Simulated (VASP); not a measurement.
Crystal: TiS2.

```xyz
3
Lattice="3.4120 0.0000 0.0000 -1.7060 2.9549 0.0000 0.0000 0.0000 5.6950" Properties=species:S:1:pos:R:3 pbc="T T T"
Ti    0.0000    0.0000    0.0000
S     0.0000    1.9699    1.4238
S     1.7060    0.9850    4.2713
```

- Program: VASP 6.6.1
- Task: relaxation of cell and atoms
- Functional: LDA
- Potentials or basis: VASP PAW LDA potentials, release 64 (Ti_sv, S)
- Cutoff: 600 eV
- k mesh: 12 × 12 × 7
- Occupations: methfessel-paxton, width 0.1 eV
- Spin: no spin polarisation

At the start: pressure -6.2 GPa; volume 19.14 Å³/atom.

Q: How do energy, volume and symmetry change on relaxing?

A: Over 19 steps the energy falls by 29.8 meV/atom and the volume is 17.27 Å³/atom (-9.8 %); space group P-3m1 (No. 164, to 0.05 Å).

Step by step:
```csv
step,energy change (eV),largest force (eV/Å),pressure (GPa),volume (Å³)
1,0.0000,0.4244,-6.18,57.42
2,0.0054,1.1526,7.24,51.50
3,-0.0672,0.2950,-0.32,54.39
4,-0.0672,0.3110,-0.19,54.33
5,-0.0757,0.2033,-0.13,53.87
6,-0.0785,0.0763,-0.04,53.35
7,-0.0785,0.0905,-0.02,53.41
8,-0.0813,0.0502,-0.34,53.27
9,-0.0860,0.0764,-1.16,52.86
10,-0.0873,0.0472,-0.87,52.64
11,-0.0891,0.0393,0.03,51.97
12,-0.0891,0.0427,0.07,51.94
13,-0.0891,0.0450,0.10,51.92
14,-0.0891,0.0371,0.09,51.88
15,-0.0892,0.0136,0.07,51.76
16,-0.0892,0.0036,0.03,51.80
17,-0.0892,0.0136,-0.12,51.87
18,-0.0893,0.0048,-0.09,51.83
19,-0.0893,0.0005,-0.05,51.82
```

Final structure:
```xyz
3
Lattice="3.3144 0.0000 0.0000 -1.6572 2.8703 0.0000 0.0000 0.0000 5.4468" Properties=species:S:1:pos:R:3 pbc="T T T"
Ti    0.0000    0.0000    0.0000
S     0.0000    1.9136    1.4228
S     1.6572    0.9568    4.0240
```
